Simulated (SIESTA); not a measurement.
# Ge under changes of volume

One of the cells (22.833 Å³/atom); the others are scaled copies at fixed shape and fractional positions:

```
Ge
1.0
     3.99759    0.00000    0.00000
    -1.99879    3.46201    0.00000
     0.00000    0.00000    6.59938
Ge
4
Direct
  0.33333 0.66667 0.93710
  0.66667 0.33333 0.43710
  0.33333 0.66667 0.56290
  0.66667 0.33333 0.06290
```

This isn't the form of Ge at room conditions, which is diamond.

| Item | Value |
| --- | --- |
| Program | SIESTA 5.4.2 |
| Functional | LDA |
| Potentials or basis | PseudoDojo 0.4 standard (LDA files) |
| Basis | DZP (energy shift 0.003 Ry; two zetas on semicore shells) |
| Grid cutoff | 800 Ry |
| Energy shift | 0.003 Ry |
| k mesh | 8 × 8 × 4 |
| Occupations | fermi-dirac, width 0.05 eV |
| Spin | no spin polarisation |

| volume (Å³/atom) | energy over the lowest point (meV/atom) | pressure (GPa) | largest force (eV/Å) |
| --- | --- | --- | --- |
| 21.463 | 11.67 | 3.8 | 0.024 |
| 21.920 | ? | ? | ? |
| 22.377 | 0.00 | 0.5 | 0.023 |
| 22.833 | 0.57 | -0.9 | 0.022 |
| 23.290 | 4.86 | -2.1 | 0.017 |
| 23.747 | 12.52 | -3.3 | 0.012 |
| 24.203 | 23.20 | -4.2 | 0.006 |

Question: What does the run at 21.920 Å³/atom give?

Answer: Energy over the lowest point 3.50 meV/atom; pressure 2.0 GPa; largest force 0.021 eV/Å.

Worked out: A Birch-Murnaghan fit of order 3 (a polynomial in V^(-2/3)) to the other rows has its minimum at 22.54 Å³/atom with B0 = V·E''(V) = 69 GPa and B' = 4.0 at fixed shape and positions, which overstates the stiffness. It gives 3.55 meV/atom at 21.920 Å³/atom, against the run's 3.50, and -dE/dV = 2.0 GPa, against 2.0.

Energies are extrapolated to zero smearing.

Caveats: the basis of atomic orbitals isn't converged, which shifts pressures, moduli and gaps.
